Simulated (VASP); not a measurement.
Wanted: the native input for a VASP 6.6.1 run.

```yaml
Task: single point
Functional: PBE
Potentials_or_basis: VASP PAW PBE potentials, release 64 (Te)
Cutoff: 520 eV
k_mesh: 9 × 9 × 9
Occupations: fermi-dirac, width 0.05 eV
Spin: no spin polarisation
Dipole_correction: no
Further_INCAR_settings: ALGO = Fast; EDIFF = 1e-06; NBANDS = 9
```

The structure of Te lies in POSCAR:

```
Te
1.0
    2.2588318621      1.3041371837      1.6564347588
   -2.2588318621      1.3041371837      1.6564347588
    0.0000000000     -2.6082743673      1.6564347588
Te
1
Direct
    0.5000000000      0.5000000000      0.5000000000
```

This isn't the form of Te at room conditions, which is trigonal, of chains.

The cell isn't the ideal one: volume scaled by 0.94.

These files were run (other wordings do the same):

INCAR

```
SYSTEM = Te
ALGO = Fast
EDIFF = 1E-6
ENCUT = 520
GGA = PE
ISIF = 2
ISMEAR = -1
LASPH = .True.
LCHARG = .False.
LREAL = .False.
LWAVE = .False.
NBANDS = 9
NELM = 80
PREC = Accurate
SIGMA = 0.05
```

KPOINTS

```
k-points
0
Gamma
  9 9 9
  0 0 0
```

Potentials or basis: VASP PAW PBE potentials, release 64 (Te).

Launch:

```sh
$ cat potpaw_PBE.64/Te/POTCAR > POTCAR
$ mpirun -np 1 vasp_std > vasp.out
```

It gave:

```json
{"Pressure": "6.9 GPa", "Band gap on the k mesh": "none (metal or under the smearing width)"}
```

It took 4.9 s on 1 thread of Intel(R) Xeon(R) 6975P-C (Granite Rapids) (shared host), peak memory 0.14 GiB.
